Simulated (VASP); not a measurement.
# BAs (F-43m) in VASP: a series of runs, part 2 of 3

VASP 6.6.1. The steps go on from the part before.

**3. Relaxation of cell and atoms, rev-vdW-DF2**

Input file INCAR:

```
PREC = Accurate
ENCUT = 600
EDIFF = 1E-6
ISMEAR = -1
SIGMA = 0.05
LREAL = False
LASPH = True
NELM = 80
ALGO = Fast
ISIF = 3
LWAVE = False
LCHARG = False
GGA = MK
LUSE_VDW = True
AGGAC = 0.0
PARAM1 = 0.1234
PARAM2 = 0.711357
ZAB_VDW = -1.8867
IBRION = 2
NSW = 60
EDIFFG = -0.02
```

Input file KPOINTS:

```
Automatic mesh
0
Gamma
  10 10 10
```

Input file POSCAR:

```
BAs
1.0
    0.0000000000      2.3885000000      2.3885000000
    2.3885000000      0.0000000000      2.3885000000
    2.3885000000      2.3885000000      0.0000000000
As B
1 1
Direct
    0.7500000000      0.7500000000      0.7500000000
    0.0000000000      0.0000000000      0.0000000000
```

Potentials or basis: VASP PAW PBE potentials, release 64 (As, B).

The run is started by

```sh
$ cat potpaw_PBE.64/As/POTCAR potpaw_PBE.64/B/POTCAR > POTCAR
$ mpirun -np 1 vasp_std > vasp.out
```

OUTCAR:

```text
PREC = Accurate
   ENCUT = 600
   EDIFF = 1E-6
   ISMEAR = -1
   LREAL = False
   LASPH = True
   NELM = 80
   ISIF = 3
   GGA = MK
   IBRION = 2
   NSW = 60
   EDIFFG = -0.02

 ion  position               nearest neighbor table
   1  0.750  0.750  0.750-   2 2.07   2 2.07   2 2.07   2 2.07
   2  0.000  0.000  0.000-   1 2.07   1 2.07   1 2.07   1 2.07

  LATTYP: Found a face centered cubic cell.
 ALAT       =     4.7770000000

  Lattice vectors:

 A1 = (   0.0000000000,   2.3885000000,   2.3885000000)
 A2 = (   2.3885000000,   0.0000000000,   2.3885000000)
 A3 = (   2.3885000000,   2.3885000000,   0.0000000000)

Analysis of symmetry for initial positions (statically):
=====================================================================
 Subroutine PRICEL returns:
 Original cell was already a primitive cell.

 Routine SETGRP: Setting up the symmetry group for a
 face centered cubic supercell.

 Subroutine GETGRP returns: Found 24 space group operations
 (whereof 24 operations were pure point group operations)
 out of a pool of 48 trial point group operations.

The static configuration has the point symmetry T_d .

Analysis of symmetry for dynamics (positions and initial velocities):
=====================================================================
 Subroutine PRICEL returns:
 Original cell was already a primitive cell.

 Routine SETGRP: Setting up the symmetry group for a
 face centered cubic supercell.

 Subroutine GETGRP returns: Found 24 space group operations
 (whereof 24 operations were pure point group operations)
 out of a pool of 48 trial point group operations.

The dynamic configuration has the point symmetry T_d .

 Subroutine INISYM returns: Found 24 space group operations
 (whereof 24 operations are pure point group operations),
 and found     1 'primitive' translations

----------------------------------------------------------------------------------------

                                     Primitive cell

  volume of cell :      27.2525

  direct lattice vectors                    reciprocal lattice vectors
     0.000000000  2.388500000  2.388500000    -0.209336404  0.209336404  0.209336404
     2.388500000  0.000000000  2.388500000     0.209336404 -0.209336404  0.209336404
     2.388500000  2.388500000  0.000000000     0.209336404  0.209336404 -0.209336404

  length of vectors
     3.377849094  3.377849094  3.377849094     0.362581287  0.362581287  0.362581287

  position of ions in fractional coordinates (direct lattice)
     0.750000000  0.750000000  0.750000000
     0.000000000  0.000000000  0.000000000

  ion indices of the primitive-cell ions
   primitive index   ion index
                 1           1
                 2           2

----------------------------------------------------------------------------------------

 KPOINTS: Automatic mesh

Automatic generation of k-mesh.
 Grid dimensions read from file:
 generate k-points for:   10   10   10

 Generating k-lattice:

[... 23 lines left out ...]
  0.500000  0.000000  0.000000      4.000000
[... 39 lines left out ...]
 -0.300000  0.400000  0.200000     24.000000
 -0.300000  0.500000  0.200000     12.000000
   k-points           NKPTS =     47   k-points in BZ     NKDIM =     47   number of bands    NBANDS=      8
   number of dos      NEDOS =    301   number of ions     NIONS =      2
   total plane-waves  NPLWV =  21952
   dimension x,y,z NGX =    28 NGY =   28 NGZ =   28
   dimension x,y,z NGXF=    56 NGYF=   56 NGZF=   56
   ions per type =               1   1
   NGX,Y,Z   is equivalent  to a cutoff of  13.78, 13.78, 13.78 a.u.
   NGXF,Y,Z  is equivalent  to a cutoff of  27.56, 27.56, 27.56 a.u.
 SYSTEM =  unknown system
   PREC   = accura    normal or accurate (medium, high low for compatibility)
   ISTART =      0    job   : 0-new  1-cont  2-samecut
   ICHARG =      2    charge: 1-file 2-atom 10-const
   ISPIN  =      1    spin polarized calculation?
   LNONCOLLINEAR =      F non collinear calculations
   LSORBIT =      F    spin-orbit coupling
   LASPH  =      T    aspherical Exc in radial PAW
   ENCUT  =  600.0 eV  44.10 Ry    6.64 a.u.   6.75  6.75  6.75*2*pi/ulx,y,z
   NELM   =     80;   NELMIN=  2; NELMDL= -5     # of ELM steps
   EDIFF  = 0.1E-05   stopping-criterion for ELM
   LREAL  =      F    real-space projection
   EDIFFG = -.2E-01   stopping-criterion for IOM
   NSW    =     60    number of steps for IOM
   IBRION =      2    ionic relax: 0-MD 1-quasi-New 2-CG
   NFREE  =      1    steps in history (QN), initial steepest desc. (CG)
   ISIF   =      3    stress and relaxation
   ISYM   =      2    0-nonsym 1-usesym 2-fastsym
   POTIM  = 0.5000    time-step for ionic-motion
   TEBEG  =    0.0;   TEEND  =   0.0 temperature during run
   PSTRESS=    0.0 pullay stress
   NELECT =       8.0000    total number of electrons
   NUPDOWN=      -1.0000    fix difference up-down
   EMIN   =  10.00;   EMAX   =-10.00  energy-range for DOS
   EFERMI =   0.00;   METHOD = LEGACY
   ISMEAR =    -1;   SIGMA  =   0.05  broadening in eV -4-tet -1-fermi 0-gaus
   EFERMI_NEDOS =   21; number of points for ismear=-14 and -15
   IALGO  =     68    algorithm
   IMIX   =      4    mixing-type and parameters
     AMIX     =   0.40;   BMIX     =  1.00
     AMIX_MAG =   1.60;   BMIX_MAG =  1.00
  volume/ion in A,a.u.               =      13.63        91.95
  Fermi-wavevector in a.u.,A,eV,Ry     =   1.088018  2.056057 16.106360  1.183784
  Thomas-Fermi vector in A             =   2.224191
   LORBIT       =      0    0 simple, 1 ext, 2 COOP (PROOUT), +10 PAW based schemes
   GGA     = MK    functional components
   LHFCALC =     F    Hartree Fock is set to
   AEXX    =    0.0000 exact exchange contribution
   IVDW_NL    =     1    kernel type
   BPARAM     = 6.3000
   IVDW    =     0    specifies the selected vdW correction
   LEPSILON=     F    determine dielectric tensor
   LRPA    =     F    only Hartree local field effects (RPA)
 conjugate gradient relaxation of ions
 non-spin polarized calculation
 RMM-DIIS sequential band-by-band and
  energy-cutoff  :      600.00
  volume of cell :       27.25
 maximum number of plane-waves:       941
   NGX = 13   NGY = 13   NGZ = 13

--------------------------------------- Ionic step        1  -------------------------------------------

 number of electron       8.0000000 magnetization

 Free energy of the ion-electron system (eV)
  ---------------------------------------------------
  ext. energy  EPLUGINS =         0.00000000
  ---------------------------------------------------
  free energy    TOTEN  =        -9.57143904 eV

  energy without entropy =       -9.57143895  energy(sigma->0) =       -9.57143900

------------------------ aborting loop because EDIFF is reached ----------------------------------------

  FORCE on cell =-STRESS in cart. coord.  units (eV):
  Direction    XX          YY          ZZ          XY          YZ          ZX
  --------------------------------------------------------------------------------------
  -------------------------------------------------------------------------------------
  Total        0.4273198      0.4273198      0.4273198     -0.0000000     -0.0000000      0.0000000
  in kB       25.1222127     25.1222127     25.1222127     -0.0000000     -0.0000000      0.0000000
  external PRESSURE =      25.1222127 kB  Pullay stress =       0.0000000 kB
[... 63 lines left out ...]
--------------------------------------- Ionic step        3  -------------------------------------------

 number of electron       8.0000000 magnetization

 Free energy of the ion-electron system (eV)
  ---------------------------------------------------
  ext. energy  EPLUGINS =         0.00000000
  ---------------------------------------------------
  free energy    TOTEN  =        -9.57525517 eV

  energy without entropy =       -9.57525509  energy(sigma->0) =       -9.57525513

 E-fermi :   6.4375     XC(G=0): -10.5465

 val. band max:        5.8611627997   @ k =   0.0000   0.0000   0.0000
 cond. band min:       7.0482541118   @ k =   0.4000   0.4000   0.0000
 fundamental gap:      1.1870913121
 Fermi energy:         6.4374694440

 k-point     1 :       0.0000    0.0000    0.0000
  band No.  band energies     occupation
      1      -9.3681      2.00000
      2       5.8612      1.99998
      3       5.8612      1.99998
      4       5.8612      1.99998
      5       9.1218      0.00000
      6       9.1218      0.00000
      7       9.1218      0.00000
      8      10.3071      0.00000
[... 419 lines left out ...]
 k-point    40 :      -0.2000    0.3000    0.1000
  band No.  band energies     occupation
      1      -6.8046      2.00000
      2      -0.7267      2.00000
      3       0.9513      2.00000
      4       3.3712      2.00000
      5       9.9600      0.00000
      6      11.0251      0.00000
      7      12.0329      0.00000
      8      13.9462      0.00000

 [... further k-points ...]
[... 5 lines left out ...]
  --------------------------------------------------------------------------------------
  -------------------------------------------------------------------------------------
  Total        0.0015363      0.0015363      0.0015363      0.0000000     -0.0000000     -0.0000000
  in kB        0.0887085      0.0887085      0.0887085      0.0000000     -0.0000000     -0.0000000
  external PRESSURE =       0.0887085 kB  Pullay stress =       0.0000000 kB
[... 21 lines left out ...]
  energy  without entropy=       -9.5752550871  energy(sigma->0) =       -9.57525513

Total vdW correction in eV:      0.9791410

 reached required accuracy - stopping structural energy minimisation
```

Run time: 75 s. Hardware: 1 thread of Intel Xeon Platinum 8559C (Emerald Rapids), shared host; peak memory 0.32 GiB.

What came out:

```yaml
Free_energy: -9.5753 eV
Relaxed_volume: 13.87 Å³/atom
Relaxed_cell: a = 3.398 Å, b = 3.398 Å, c = 3.398 Å, α = 60.00°, β = 60.00°, γ = 60.00°
Space_group_after_relaxing_to_0.05_Å: F-43m (No. 216)
Energy_gained_by_relaxing: 1.9 meV/atom
Ionic_steps: 3
Pressure_after_relaxing: 0.0 GPa
Band_gap_on_the_k_mesh: 1.19 eV, indirect (least direct gap 3.26 eV)
```

The path:
| step | energy change (eV) | largest force (eV/Å) | pressure (GPa) | volume (Å³) |
| --- | --- | --- | --- | --- |
| 1 | 0.0000 | 0.0000 | 2.51 | 27.25 |
| 2 | -0.0019 | 0.0000 | -1.66 | 28.10 |
| 3 | -0.0038 | 0.0000 | 0.01 | 27.75 |

Final structure:
```xyz
2
Lattice="0.0000 2.4029 2.4029 2.4029 0.0000 2.4029 2.4029 2.4029 0.0000" Properties=species:S:1:pos:R:3 pbc="T T T"
As    3.6043    3.6043    3.6043
B     0.0000    0.0000    0.0000
```

Levels at points of the mesh, in eV from the valence-band top:
```tsv
k point	band 1	band 2	band 3	band 4	band 5	band 6	band 7	band 8
(0.00, 0.00, 0.00)	-15.23	0.00	0.00	0.00	3.26	3.26	3.26	4.45
(0.50, 0.00, 0.00)	-12.43	-8.64	-1.78	-1.78	2.58	4.77	4.77	8.78
(0.50, 0.50, 0.00)	-11.16	-8.39	-3.99	-3.99	1.44	1.45	11.15	11.15
```

Caveat: the PAW data sets were made with another functional, which shifts forces and pressure a little.

(Part 2 of 3 ends here.)
